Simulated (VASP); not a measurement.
A run of VASP 6.6.1 is set up as follows.

The input POSCAR:

```
Ti
1.0
   -1.5851567700      1.5851567700      1.5851567700
    1.5851567700     -1.5851567700      1.5851567700
    1.5851567700      1.5851567700     -1.5851567700
Ti
1
Direct
    0.0000000000      0.0000000000      0.0000000000
```

INCAR.step1

```
PREC     = Accurate       # precision mode
ENCUT    = 520            # plane-wave cutoff, eV
ISMEAR   = 0              # smearing method
SIGMA    = 0.1            # smearing width, eV
LREAL    = F              # projectors in reciprocal space
LASPH    = T              # aspherical terms in the spheres
NELM     = 100            # most SCF steps
NBANDS   = 12             # bands
GGA      = PE             # functional
ALGO     = Normal         # electronic algorithm
EDIFF    = 1E-4           # SCF threshold, eV
LWAVE    = T              # write WAVECAR
LCHARG   = F              # write CHGCAR
```

File INCAR.step2:

```
PREC     = Accurate       # precision mode
ENCUT    = 520            # plane-wave cutoff, eV
EDIFF    = 1E-6           # SCF threshold, eV
ISMEAR   = 0              # smearing method
SIGMA    = 0.1            # smearing width, eV
LREAL    = F              # projectors in reciprocal space
LASPH    = T              # aspherical terms in the spheres
NELM     = 100            # most SCF steps
ALGO     = Normal         # electronic algorithm
ISIF     = 2              # what is computed and relaxed
LWAVE    = F              # write WAVECAR
LCHARG   = T              # write CHGCAR
METAGGA  = R2SCAN         # meta-GGA
LMIXTAU  = T            
LELF     = T              # ELF
LVHAR    = T            
NBANDS   = 12             # bands
ISTART   = 1
```

The input KPOINTS:

```
regular mesh
0
Gamma
  18 18 18
```

Potentials or basis: VASP PAW PBE potentials, release 64 (Ti_sv).

The run is started by

```bash
$ cat potpaw_PBE.64/Ti_sv/POTCAR > POTCAR
$ cp INCAR.step1 INCAR
$ mpirun -np 1 vasp_std > vasp.out
$ cp INCAR.step2 INCAR
$ mpirun -np 1 vasp_std > vasp.out
```

**Question.** Predict the band gap on the k mesh.

**Answer.** None (metal or under the smearing width).

**Question.** What does it give for the pressure?

**Answer.** 10.0 GPa.

Caveat: the PAW data sets were made with another functional, which shifts forces and pressure a little.
